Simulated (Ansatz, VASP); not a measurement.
# Cd in VASP and in Ansatz

The input INCAR:

```
ALGO = Normal ; EDIFF = 1E-7
ENCUT = 520 ; GGA = PE
ISIF = 2 ; ISMEAR = -1
LASPH = True ; LCHARG = False
LREAL = False ; LWAVE = False
NBANDS = 19 ; NELM = 80
PREC = Accurate ; SIGMA = 0.05
```

File KPOINTS:

```
k-points
0
Gamma
  10 10 5
```

Contents of POSCAR:

```
Cd
1.0
    2.9588769815      0.0000000000      0.0000000000
   -1.4794384907      2.5624626327      0.0000000000
    0.0000000000      0.0000000000      5.5799465150
Cd
2
Direct
    0.6666666667      0.3333333333      0.7500000000
    0.3333333333      0.6666666667      0.2500000000
```

input.yaml

```yaml
crystal:
  lattice:
    - [2.9588769815, 0.0, 0.0]
    - [-1.4794384907, 2.5624626327, 0.0]
    - [0.0, 0.0, 5.579946515]
  atoms:
    - { symbol: Cd, position: [0.6666666667, 0.3333333333, 0.75] }
    - { symbol: Cd, position: [0.3333333333, 0.6666666667, 0.25] }
hamiltonian:
  xc: pbe
  pseudopotentials: { kind: paw }
kpoints:
  mp_grid: { grid: [10, 10, 5] }
scf:
  occupations: { method: fermi_dirac, width: 0.05 }
output:
  forces: true
  stress: true
  eigenvalues: true
```

Change from the starting cell: volume scaled by 0.98.

Alike in both runs: task single point; functional PBE; k mesh 10 × 10 × 5; occupations fermi-dirac, width 0.05 eV; no spin polarisation.

```csv
,VASP,Ansatz
version,VASP 6.6.1,Ansatz 0.2.0
potentials or method,"VASP PAW PBE potentials, release 64 (Cd)",Ansatz PAW
plane-wave cutoff (eV),520,420
valence electrons in the cell,24,40
```

Ansatz gave:

| Property | Result |
| --- | --- |
| gap on the k mesh at the Fermi level (eV) | none |
| pressure (GPa) | 4.2 |
| largest component of the traceless stress (GPa) | 1.55 |

Q: Estimate VASP's values.

A: gap on the k mesh at the Fermi level (eV): none; pressure (GPa): 4.6; largest component of the traceless stress (GPa): 1.70.

A gap of «none» marks a metal or a gap that the smearing closes. With one functional, cell and mesh, what is left measures potentials, basis and numerics. The two sets of potentials don't hold the same shells in valence.
